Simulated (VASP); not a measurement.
Runs of VASP 6.6.1 on TePb. Symmetry: Fm-3m, No. 225, cubic system. The conventional cell has a = 6.462 Å, b = 6.462 Å, c = 6.462 Å, α = 90.00°, β = 90.00°, γ = 90.00°. Pb (site symmetry m-3m) has 6 Te at 3.23 Å as nearest neighbours. Te (site symmetry m-3m) is surrounded by 6 Pb at 3.23 Å. 

| task | level | spin | k mesh | smearing | ladder | grid for exact exchange (PRECFOCK) | exchange at q = 0 | share of exact exchange | screening parameter | gap on the mesh (eV) | pressure (GPa) |
| --- | --- | --- | --- | --- | --- | --- | --- | --- | --- | --- | --- |
| band structure | HSE03 | off | 6 × 6 × 6 | gaussian 0.02 eV | gaps | Fast | - | - | - | (b) | 1.1 |
| band structure | r2SCAN-EpsX | off | 6 × 6 × 6 | gaussian 0.02 eV | gaps | Fast | truncated | 0.034 | - | 1.13 | 1.4 |
| single point | HSE06 | SOC, no magnetisation | 6 × 6 × 6 | gaussian 0.02 eV | gaps | Fast | - | - | 0.2 1/A | - | 0.8 |
| single point | PBEsol | off | 7 × 7 × 7 | fermi-dirac 0.05 eV | free | - | - | - | - | - | (a) |

Alike in all rows: potentials or basis VASP PAW PBE potentials, release 64 (Pb_d, Te); cell as given; cutoff (eV) 520.

Problem. Estimate the missing entries.

Solution. (a) -0.4; (b) 0.96.

Caveats: the PAW data sets were made with another functional, which shifts forces and pressure a little; spin-orbit coupling is left out, which as a rule narrows the gap of such compounds by several tenths of an eV (some runs).

A k mesh can miss the band edges, and rows without SOC leave out spin-orbit coupling on Pb, Te.
